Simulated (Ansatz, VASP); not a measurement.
One calculation of Al, two programs

```
Al
1.0
    -1.54004    1.54004    1.54004
     1.54004   -1.54004    1.54004
     1.54004    1.54004   -1.54004
Al
1
Direct
  0.00000 0.00000 0.00000
```

Alike in both runs: task single point; functional PBEsol; k mesh 15 × 15 × 15; occupations fermi-dirac, width 0.1 eV; no spin polarisation.

|  | VASP | Ansatz |
| --- | --- | --- |
| version | VASP 6.6.1 | Ansatz 0.2.0 |
| potentials or method | VASP PAW PBE potentials, release 64 (Al) | plane waves (420 eV) with PAW, scalar-relativistic |
| plane-wave cutoff (eV) | 520 | 420 |
| valence electrons in the cell | 3 | 3 |

```csv
,VASP,Ansatz,Ansatz less VASP
pressure (GPa),12.2,12.1,-0.10
```

Ansatz warned: «pseudo_functional_mismatch».

Caveats: the PAW data sets were made with another functional, which shifts forces and pressure a little (VASP).
